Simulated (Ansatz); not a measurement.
(100) slab cut from the bulk of C, Fd-3m (No. 227); the slab's formula is C:

```
C
1.0
     2.51292    0.00000    0.00000
     0.00000    2.51292    0.00000
     0.00000    0.00000   26.54988
C
14
Direct
  0.00000 0.50000 0.28249
  0.00000 0.00000 0.31595
  0.50000 0.00000 0.34941
  0.50000 0.50000 0.38288
  0.00000 0.50000 0.41634
  0.00000 0.00000 0.44980
  0.50000 0.00000 0.48327
  0.50000 0.50000 0.51673
  0.00000 0.50000 0.55020
  0.00000 0.00000 0.58366
  0.50000 0.00000 0.61712
  0.50000 0.50000 0.65059
  0.00000 0.50000 0.68405
  0.00000 0.00000 0.71751
```

Method: DFT PBEsol, scalar-relativistic, plane waves, PAW (Ansatz 0.2.0). Cutoff 420 eV; k points 11×11×1 on the computed 14-atom cell (Γ-centred); Gaussian smearing, width 0.05 eV; no spin polarisation. A dipole correction removes the field between periodic images along c.

**Question.** What forces act on the atoms?

**Answer.**
| atom | Fx (eV/Å) | Fy (eV/Å) | Fz (eV/Å) |
| --- | --- | --- | --- |
| C1 | 0.000 | 0.000 | 2.306 |
| C2 | 0.000 | 0.000 | -2.410 |
| C3 | 0.000 | 0.000 | 0.239 |
| C4 | 0.000 | 0.000 | -0.143 |
| C5 | 0.000 | 0.000 | 0.020 |
| C6 | 0.000 | 0.000 | -0.019 |
| C7 | 0.000 | 0.000 | 0.007 |
| C8 | 0.000 | 0.000 | -0.007 |
| C9 | 0.000 | 0.000 | 0.019 |
| C10 | 0.000 | 0.000 | -0.020 |
| C11 | 0.000 | 0.000 | 0.143 |
| C12 | 0.000 | 0.000 | -0.239 |
| C13 | 0.000 | 0.000 | 2.410 |
| C14 | 0.000 | 0.000 | -2.306 |